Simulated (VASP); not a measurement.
Given:

```xyz
5
Lattice="4.1768 0.0000 0.0000 0.0000 4.1768 0.0000 0.0000 0.0000 4.1768" Properties=species:S:1:pos:R:3 pbc="T T T"
Ba     0.0000     0.0000     0.0000
Sn     2.0884     2.0884     2.0884
O      2.0884     0.0000     2.0884
O      0.0000     2.0884     2.0884
O      2.0884     2.0884     0.0000
```

Level of theory: PBEsol GGA, VASP's PBE PAW potentials (set 64) (plane waves; VASP). Numerical set-up: 520 eV cut-off, 6×6×6 Γ-centred mesh, Gaussian smearing of 0.050 eV, potentials Ba_sv Sn_d O.

Q: Give the stress tensor in GPa (positive for a compressed cell).

A: 
```
-4.19   0.00   0.00
 0.00  -4.19   0.00
 0.00   0.00  -4.19
```
The pressure is its mean diagonal, -4.19 GPa.

The compound is BaSnO3 in the cubic perovskite structure. This cell is one point of a volume scan, at 1.03 of the reference volume.
